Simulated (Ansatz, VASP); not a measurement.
## One calculation of CdS, two programs

```xyz
4
Lattice="4.1500 0.0000 0.0000 -2.0750 3.5940 0.0000 0.0000 0.0000 6.7370" Properties=species:S:1:pos:R:3 pbc="T T T"
Cd    0.0000    2.3960    0.0000
Cd    2.0750    1.1980    3.3685
S     0.0000    2.3960    2.5264
S     2.0750    1.1980    5.8949
```

Alike in both runs: task single point; functional PBE; k mesh 6 × 6 × 4; occupations gaussian, width 0.1 eV; no spin polarisation.

|  | VASP | Ansatz |
| --- | --- | --- |
| version | VASP 6.6.1 | Ansatz 0.2.0 |
| potentials or method | VASP PAW PBE potentials, release 64 (Cd, S) | scalar-relativistic, plane waves, PAW |
| plane-wave cutoff (eV) | 520 | 420 |
| valence electrons in the cell | 36 | 52 |

Ansatz gave:

* gap on the k mesh at the Fermi level (eV): 1.20
* least direct gap on the mesh (eV): 1.20
* pressure (GPa): 2.1
* largest component of the traceless stress (GPa): 0.42
* rms of the force components (eV/Å): 0.039

Question: Which values does VASP return?

Answer: gap on the k mesh at the Fermi level (eV): 1.20; least direct gap on the mesh (eV): 1.20; pressure (GPa): 2.4; largest component of the traceless stress (GPa): 0.43; rms of the force components (eV/Å): 0.040.

Atom by atom the forces differ by 0.001 eV/Å (rms over components). The functional is the same, so the differences come from potentials, cutoffs and numerics. The two sets of potentials don't hold the same shells in valence.
